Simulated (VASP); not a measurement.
A run of VASP 6.6.1 is set up as follows.

INCAR

```
SYSTEM = SrO
PREC = Accurate
ENCUT = 600
EDIFF = 1E-7
ISMEAR = 0
SIGMA = 0.03
LREAL = .FALSE.
LASPH = .TRUE.
NELM = 80
ALGO = Normal
ISIF = 3
LWAVE = .FALSE.
LCHARG = .FALSE.
GGA = PS
IBRION = 2
NSW = 90
EDIFFG = -0.005
```

Contents of KPOINTS:

```
Automatic mesh
0
G
  10 10 10
  0 0 0
```

File POSCAR:

```
SrO                                     
1.0
    0.0000000000      2.5663000000      2.5663000000
    2.5663000000      0.0000000000      2.5663000000
    2.5663000000      2.5663000000      0.0000000000
  Sr              O             
     1     1
Direct
     0.5000000000000000    0.5000000000000000    0.5000000000000000
     0.0000000000000000    0.0000000000000000    0.0000000000000000
```

Potentials or basis: VASP PAW PBE potentials, release 64 (Sr_sv, O).

Run with:

```bash
$ cat potpaw_PBE.64/Sr_sv/POTCAR potpaw_PBE.64/O/POTCAR > POTCAR
$ mpirun -np 1 vasp_std > vasp.out
```

(1) Predict the band gap on the k mesh.

## Answers

(1) 3.15 eV, indirect (least direct gap 3.24 eV).

Caveat: the relaxation stopped at its first step, so nothing moved.
